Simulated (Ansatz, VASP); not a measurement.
# P (blue phosphorene 5 layers, AB) in two plane-wave programs

Wanted: the spread between two codes on one cell, functional and k mesh. The structure shown is the start of the Ansatz relaxation below; VASP solves that cell, so the two are compared at the walk's first step.

Main program and level: Ansatz 0.2.0; plane waves, with VASP 6.6.1 beside it; single point at PBEsol with D3(BJ).

### 1. The structure

The cell holds 10 atoms: 10 P. Cell: a = 3.280 Å, b = 3.280 Å, c = 69.000 Å, α = 90.0°, β = 90.0°, γ = 120.0°. Vacuum lies along c.

### 2. Ansatz: relaxation, PBEsol with D3(BJ)

Ansatz runs on its PAW soft_1 files.

The two programs are compared at the cell with which this relaxation starts, whose forces are those of its first step.

Contents of input.yaml:

```yaml
crystal:
  lattice:
    - [3.28, 0.0, 0.0]
    - [-1.64, 2.8405633244, 0.0]
    - [0.0, 0.0, 69.0000000032]
  atoms:
    - { symbol: P, position: [0.6666666667, 0.3333333333, 0.3623188406] }
    - { symbol: P, position: [0.3333333333, 0.6666666667, 0.3802898551] }
    - { symbol: P, position: [0.0, 0.0, 0.4266666666] }
    - { symbol: P, position: [0.6666666667, 0.3333333333, 0.4446376812] }
    - { symbol: P, position: [0.6666666667, 0.3333333333, 0.4910144927] }
    - { symbol: P, position: [0.3333333333, 0.6666666667, 0.5089855073] }
    - { symbol: P, position: [0.0, 0.0, 0.5553623188] }
    - { symbol: P, position: [0.6666666667, 0.3333333333, 0.5733333334] }
    - { symbol: P, position: [0.6666666667, 0.3333333333, 0.6197101449] }
    - { symbol: P, position: [0.3333333333, 0.6666666667, 0.6376811594] }
  periodic: [true, true, false]
kpoints:
  mp_grid: { grid: [12, 12, 1] }
hamiltonian:
  xc: pbesol
  dispersion: d3bj
  pseudopotentials: { kind: paw, azcp: { folder: soft_1 }, xc_functional: pbe }
scf:
  occupations: { method: fermi_dirac, width: 0.05 }
  convergence: { dr2_threshold: 1.0e-09 }
relax:
  f_tol: 0.004
  max_steps: 90
  cell: {}
output:
  write_potential: true
  write_density: true
  volumetric_format: npy
```

On the command line:

```console
$ ansatz run input.yaml --threads 4 --pin off --max-ram 6144MiB --backend cpu --events-out ev --progress --plain --runs-dir out
```

Numbers of over 12 decimals in the logs are rounded to 6 here.

The log of the run:

```text
Warning: relax.cell: scf.convergence.dr2_threshold = 1e-9 eV is looser than the 1.18906064225e-10 eV advised for a relaxation that steers and ends on the stress (1e-10 eV for each atom of the cell: 10, times the square of relax.cell.stress_2d_tol = 0.05 N/m over 29.0 Å (the atoms' height at the walk's start and 5 Å past either face), 1.724e-2 GPa, over a crystal's default 0.05). What an SCF threshold leaves in a stress goes as its square root, and in the free energy as the threshold itself, and one threshold admits the most on a small cell: [figures from the program's tests cut] Set scf.convergence.dr2_threshold to 1.18906064225e-10 eV or tighter. [rest of the remark cut]
Engine: ansatz 0.2.0, aarch64-unknown-linux-gnu
Pseudopotentials: kind: paw
Pseudopotential: P, paw, valence charge 5, recommended cutoff 420 eV (normal), soft_1/P.paw.azcp
Functional definition: PBEsol
  exchange = pbesol_x
  correlation = pbesol_c
Crystal: 10 atoms, lattice volume = 642.876 Å³
Basis set: ecut = 420 eV, 12795 PW (Γ), exchange–correlation on 48×48×960 points (8 copies of the dense FFT grid, shifted against one another)
Bands: 35, of which v1, the nominal top of the filled ones, is band 25 counted from 1 (24 counted from 0)
Symmetry: 6 space group operations
Space group: P3m1 (ITA 156), of the structure as read, at distance tolerance 8.6e-5 Å
k-points: 19 of 144 (time reversal used)
Non-local potential: P, projectors of the file, l = 0: 2, l = 1: 2, l = 2: 1
PAW form: soft (Blöchl's): semilocal exchange-correlation on the pseudo side does not see the compensation charge
PAW frozen core: P, regenerated for the run's functional, and the local potential with it (the file was generated under x = pbe(κ = 0.804, μ = 0.219515), c = pbe(β = 0.066725))
PAW one-centre angular grid: P, 110 points (default); XC on 64 Gauss nodes
Initial density: superposition of atomic densities (neutral atoms: chi_scale 0, normalization atom)
Initial wavefunctions: pseudopotential atomic-orbital guess
Functional: x = pbesol(κ = 0.804, μ = 0.123457), c = pbesol(β = 0.046)
SCF iter   1: F=—  HF=-7402.406062 eV  |F-HF|=—  |Δ(HF+E_count)|=         —  Δρ=2.02e-2  dr2=1.91e0  ethr=3.10e-3  ⟨swp⟩=13.7  Hψ=5850  notcnv=0  defer=2
preconditioner: auto → LDOS  [metal: Δε(μ)=0.011 eV  Ē_g=8.801 eV  σ=0.050 eV  W_gap=0.05  n_scr=38 (ndim 8)  ℏωp=10.4 eV  f_vac=0.660  D(μ)=2.12/eV (n_scr^D=16)  β→1.0]
SCF iter   2: F=—  HF=-7401.845448 eV  |F-HF|=—  |Δ(HF+E_count)|=   5.61e-1  Δρ=3.12e-3  dr2=7.95e-2  ethr=3.10e-3  ⟨swp⟩=2.9  Hψ=1447  notcnv=0  defer=40
SCF iter   3: F=—  HF=-7401.833422 eV  |F-HF|=—  |Δ(HF+E_count)|=   1.20e-2  Δρ=1.02e-3  dr2=2.10e-2  ethr=1.59e-4  ⟨swp⟩=4.4  Hψ=1987  notcnv=0  defer=40
SCF iter   4: F=—  HF=-7401.827152 eV  |F-HF|=—  |Δ(HF+E_count)|=   6.27e-3  Δρ=2.73e-4  dr2=2.45e-3  ethr=4.20e-5  ⟨swp⟩=3.2  Hψ=1321  notcnv=0  defer=40
SCF iter   5: F=—  HF=-7401.826896 eV  |F-HF|=—  |Δ(HF+E_count)|=   2.56e-4  Δρ=1.44e-4  dr2=7.77e-4  ethr=4.90e-6  ⟨swp⟩=3.2  Hψ=1316  notcnv=0  defer=40
SCF iter   6: F=—  HF=-7401.826840 eV  |F-HF|=—  |Δ(HF+E_count)|=   5.64e-5  Δρ=6.50e-5  dr2=1.55e-4  ethr=1.55e-6  ⟨swp⟩=2.3  Hψ=819  notcnv=0  defer=40
SCF iter   7: F=—  HF=-7401.826833 eV  |F-HF|=—  |Δ(HF+E_count)|=   6.28e-6  Δρ=2.67e-5  dr2=3.57e-5  ethr=3.11e-7  ⟨swp⟩=2.9  Hψ=1184  notcnv=0  defer=40
SCF iter   8: F=—  HF=-7401.826887 eV  |F-HF|=—  |Δ(HF+E_count)|=   5.35e-5  Δρ=6.63e-6  dr2=1.28e-6  ethr=7.15e-8  ⟨swp⟩=2.6  Hψ=1006  notcnv=0  defer=40
SCF iter   9: F=—  HF=-7401.826840 eV  |F-HF|=—  |Δ(HF+E_count)|=   4.68e-5  Δρ=2.50e-6  dr2=2.69e-7  ethr=2.56e-9  ⟨swp⟩=3.4  Hψ=1568  notcnv=0  defer=40
SCF iter  10: F=—  HF=-7401.826840 eV  |F-HF|=—  |Δ(HF+E_count)|=   5.69e-9  Δρ=8.55e-7  dr2=2.47e-8  ethr=5.37e-10  ⟨swp⟩=2.6  Hψ=1106  notcnv=0  defer=40
SCF iter  11: F=—  HF=-7401.826840 eV  |F-HF|=—  |Δ(HF+E_count)|=   1.30e-9  Δρ=3.24e-7  dr2=4.63e-9  ethr=4.95e-11  ⟨swp⟩=3.4  Hψ=1432  notcnv=0  defer=40
SCF iter  12: F=-7401.826840 eV  HF=-7401.826840 eV  |F-HF|=1.60e-9  |Δ(HF+E_count)|=   3.60e-9  Δρ=1.04e-7  dr2=4.65e-10  ethr=2.00e-12  ⟨swp⟩=12.6  Hψ=5522  notcnv=0
SCF 1 converged in 12 iterations: F = -7401.826840 eV  dr2 = 4.65e-10
  greatest PAW one-centre occupation: 0.816 electrons in one spin orbital (limit 2), on the P atom at site 7 (counted from 0), in its partial waves of l = 0
[...]
SCF 21 converged in 8 iterations: F = -7402.803137 eV  dr2 = 2.88e-10
relax step  21: F+E_penalty+E_count = -7402.80313670 eV  Δ(F+E_penalty+E_count) = -7.530e-5 eV  max|allowed force component| = 1.312e-3 eV/Å  Δτ_max = 0.0079 Å  P = +0.002 N/m  Ω = 648.887 Å³  energy of the carried Pulay correction = -1.053e-4 eV  fix = [c, alpha, beta]  reactions: c +0.000 N/m  (8 SCF iters, accepted)
[...]
relax step  22: F+E_penalty+E_count = -7402.80314447 eV  Δ(F+E_penalty+E_count) = -7.772e-6 eV  max|allowed force component| = 8.822e-4 eV/Å  Δτ_max = 0.0046 Å  P = -0.009 N/m  Ω = 648.920 Å³  energy of the carried Pulay correction = -1.059e-4 eV  fix = [c, alpha, beta]  reactions: c -0.000 N/m  (8 SCF iters, accepted)
[...]
relax step  23: F+E_penalty+E_count = -7402.80328058 eV  Δ(F+E_penalty+E_count) = -1.361e-4 eV  max|allowed force component| = 8.993e-4 eV/Å  Δτ_max = 0.0000 Å  P = -0.001 N/m  Ω = 648.920 Å³  fix = [c, alpha, beta]  reactions: c -0.000 N/m  stress off target by 1.34e-3 N/m on what of the cell is left free  SCF on the basis re-selected at this cell (its energy is not comparable with the rows above)  (5 SCF iters)
basis re-selected at this cell: Δ(F+E_penalty+E_count) = -1.361e-4 eV, ΔP = +0.007 N/m vs the last step (what re-selecting the basis moved, of the pressure what is left beyond the Pulay correction that the steps carried, after the strain that the cell walked since its last selection, with what the two solves' SCF thresholds leave and, on support functions, any second-order correction that the steps lacked; it is no m [...]
SCF converged after 5 iterations
Free energy (F): -7402.803281 eV
Harris-Foulkes:  -7402.803281 eV  (|F-HF|=1.57e-9)
Internal energy: -7402.789931 eV  (E = F + TS)
E sigma→0 (E₀):  -7402.796606 eV
Entropy (-TS):   -0.013350 eV (-1.335 meV/atom)
Fermi energy:    -4.484521 eV
--- Per-component energies (eV) ---
  E_band       = -585.332477
  E_kinetic    = 692.678963
  E_local      = -263749.665985  (includes V_loc(G=0)·N_el)
  E_nonlocal   = 326.151256
  E_hartree    = 131418.040435
  E_xc         = -724.042388
  E_vxc        = -613.862437  (∫ρ·V_xc dr)
  E_paw        = -5431.668285  (= ΣΔE_a)
  E_vpaw       = -76.712685  (= ΣTr[D̂ρ^β])
  E_aug_tail   = -0.000003  (compensation charges beyond the density's cutoff)
  E_ewald      = 130068.008070
  E_disp       = -2.752956  (pairwise vdW)
  E_core_change = 0.460961  (= ΣΔE_core)
  E_smearing   = -0.013350  (= −TS)
  E_closure    = 0.000000  (closes the sum)
  Σ components = -7402.803281   (vs F -7402.803281, Δ=0.00e0)
--- Forces (eV/Å), atoms counted from 1 ---
  atom   1  P      0.00000000     0.00000000    -0.00034876
  atom   2  P      0.00000000     0.00000000     0.00028091
  atom   3  P      0.00000000    -0.00000000     0.00008946
  atom   4  P     -0.00000000    -0.00000000    -0.00028360
  atom   5  P     -0.00000000     0.00000000     0.00072955
  atom   6  P      0.00000000     0.00000000    -0.00014260
  atom   7  P      0.00000000    -0.00000000    -0.00014496
  atom   8  P      0.00000000    -0.00000000    -0.00089932
  atom   9  P      0.00000000     0.00000000     0.00074814
  atom  10  P     -0.00000000    -0.00000000    -0.00002893
  max |Σ_I F_I| component: 1.14e-7 eV/Å
--- 2D stress c σ (N/m, compression-positive) ---
       -0.001339      -0.000000       0.000000
       -0.000000      -0.001339       0.000000
        0.000000       0.000000      -0.000000
  P = ½ c Tr σ = -0.0013 N/m
--- Band table (eV; the first three rows and the last of 19) ---
  k-point 0: bands = [... 21 lower, -6.3086, -5.9412, -3.8066, -3.8066, -3.7514, -3.7514, -3.5069, -3.1828, ... 6 higher]
  k-point 1: bands = [... 21 lower, -6.5530, -5.8832, -4.4284, -4.3578, -3.5269, -3.4699, -2.8864, -2.6396, ... 6 higher]
  k-point 2: bands = [... 21 lower, -6.5345, -5.8298, -5.5049, -5.4289, -3.2985, -2.9564, -2.9243, -2.8902, ... 6 higher]
  k-point 18: bands = [... 21 lower, -7.9911, -7.7954, -7.3539, -6.7509, -4.0222, -3.2064, -3.1617, -2.7013, ... 6 higher]
  the weakly bound empty levels are not read free of the cell's end (no_gap_told)
--- Relaxed structure (22 steps of the walk, 20 accepted, 1 SCFs on fresh bases) ---
  F+E_penalty+E_count = -7402.80328058 eV   max|allowed force component| = 8.993e-4 eV/Å   (the final SCF, on the basis selected at the relaxed cell)
  cell:  # Å, volume = 648.9196 Å³
    - [3.295381, 0, 0]
    - [-1.647690, 2.853883, 0]
    - [0, 0, 69.0000000032]
  atoms:
    - { symbol: P, position: [0.666667, 0.333333, 0.385875] }
    - { symbol: P, position: [0.333333, 0.666667, 0.403075] }
    - { symbol: P, position: [-2.4054832200265578e-17, -1.6653345369538913e-17, 0.428650] }
    - { symbol: P, position: [0.666667, 0.333333, 0.445855] }
    - { symbol: P, position: [0.666667, 0.333333, 0.495957] }
    - { symbol: P, position: [0.333333, 0.666667, 0.513182] }
    - { symbol: P, position: [-2.4054832200265587e-17, -1.6653345369538925e-17, 0.538856] }
    - { symbol: P, position: [0.666667, 0.333333, 0.556087] }
    - { symbol: P, position: [0.666667, 0.333333, 0.607326] }
    - { symbol: P, position: [0.333333, 0.666667, 0.625138] }
```

(Part 1 of 2 ends here.)

[Lines on the potential files, build, host, timing and source positions are cut from VASP's logs without a mark.]

[Logs are printed without paths, hosts, clocks, repeated set-up lines and the standing remarks that a program may print on its own settings, such as how far it seeks lower states.]

[Hosts, paths, dates, database ids (printed as entryN), source tags and the programs' standing remarks are cut or masked in the printed files.]
